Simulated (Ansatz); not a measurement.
Space group P6_3/mmc (No. 194). a = 3.159 Å, b = 3.159 Å, c = 5.000 Å, α = 90.00°, β = 90.00°, γ = 120.00°
```csv
atom,site,symmetry,x,y,z
Hf,2c,-6m2,0.3333,0.6667,0.2500
```

Equation of state of this Hf structure (not necessarily the ground state), with shape and atoms relaxed at each volume where symmetry leaves them free. It has no gap at any of these volumes. Method: Ansatz 0.2.0, DFT PBEsol, scalar-relativistic, plane waves, PAW.

Plane waves to 420 eV, a k mesh through Γ of 18×18×8 on the computed 2-atom cell and Gaussian smearing (0.10 eV); no spin polarisation.

```json
{"V (Å³/atom)": "20.306", "E − E(largest V) (meV/atom)": "4.88", "P (GPa)": "7.80"}
{"V (Å³/atom)": "20.954", "E − E(largest V) (meV/atom)": "-18.10", "P (GPa)": "3.65"}
{"V (Å³/atom)": "21.602", "E − E(largest V) (meV/atom)": "-25.34", "P (GPa)": "0.01"}
{"V (Å³/atom)": "22.250", "E − E(largest V) (meV/atom)": "-18.73", "P (GPa)": "-3.19"}
{"V (Å³/atom)": "22.898", "E − E(largest V) (meV/atom)": "0.00", "P (GPa)": "-5.97"}
```

Task: Fit a third-order Birch–Murnaghan equation to E(V).

Result: V0 = 21.60 Å³/atom, B0 = 114 GPa, B0' = 3.4.

Spin-orbit coupling is left out, which matters for the bands of heavy elements.